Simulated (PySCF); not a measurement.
# WC (Qusongite): density of states with PBEsol

The system is WC (Qusongite).

```
W C
1.0
     2.90650    0.00000    0.00000
    -1.45325    2.51710    0.00000
     0.00000    0.00000    2.83660
W C
1 1
Direct
  0.00000 0.00000 0.00000
  0.66667 0.33333 0.50000
```

- Program: PySCF 2.14.0
- Task: density of states
- Functional: PBEsol
- Potentials or basis: DZVP-MOLOPT-SR/GTH-PBE (potentials made for PBE)
- k mesh: 10 × 10 × 9
- Occupations: fermi-dirac, width 0.05 eV
- Spin: no spin polarisation
- Symmetry: yes
- Density cutoff: 168 Ha
- Exponents discarded below (exp_to_discard): 0.02 1/bohr^2
- Potentials: C GTH-PBE-q4, W GTH-PBE-q14
- Gaussian width of the DOS: 0.15 eV
- conv_tol: 1e-07 Ha
- max_cycle: 60
- Coulomb method: multigrid

The band gap on the k mesh is none (metal or under the smearing width) and the mulliken charges are W +0.07; C -0.07 e.

Levels at points of the mesh, in eV from the Fermi level:
| k point | band 5 | band 6 | band 7 | band 8 | band 9 | band 10 | band 11 | band 12 | band 13 | band 14 |
| --- | --- | --- | --- | --- | --- | --- | --- | --- | --- | --- |
| (0.00, 0.00, 0.00) | -14.47 | -4.35 | -3.32 | -3.32 | 0.03 | 3.29 | 3.29 | 5.68 | 5.68 | 6.63 |
| (0.50, 0.50, 0.00) | -11.09 | -7.07 | -3.64 | -3.60 | -0.49 | 2.38 | 4.62 | 5.00 | 6.88 | 9.92 |

States per cell in windows of 1 eV (zero at the Fermi level; states under -8 eV left out):
| from (eV) | total |
| --- | --- |
| -8.0 | 0.19 |
| -7.0 | 1.32 |
| -6.0 | 0.68 |
| -5.0 | 1.07 |
| -4.0 | 1.49 |
| -3.0 | 1.24 |
| -2.0 | 1.30 |
| -1.0 | 0.69 |
| 0.0 | 0.25 |
| 1.0 | 0.51 |
| 2.0 | 0.70 |
| 3.0 | 1.11 |
| 4.0 | 1.46 |
| 5.0 | 1.28 |
| 6.0 | 1.41 |
| 7.0 | 0.72 |

Run time: 26 min on 4 threads of Intel(R) Xeon(R) Processor @ 2.50GHz (Skylake/Cascade Lake) (shared host), peak memory 5.5 GiB.

Caveat: Mulliken charges move with the basis; the basis of atomic orbitals isn't converged, which shifts pressures, moduli and gaps. The run has no spin-orbit coupling, so splittings on W are missing.
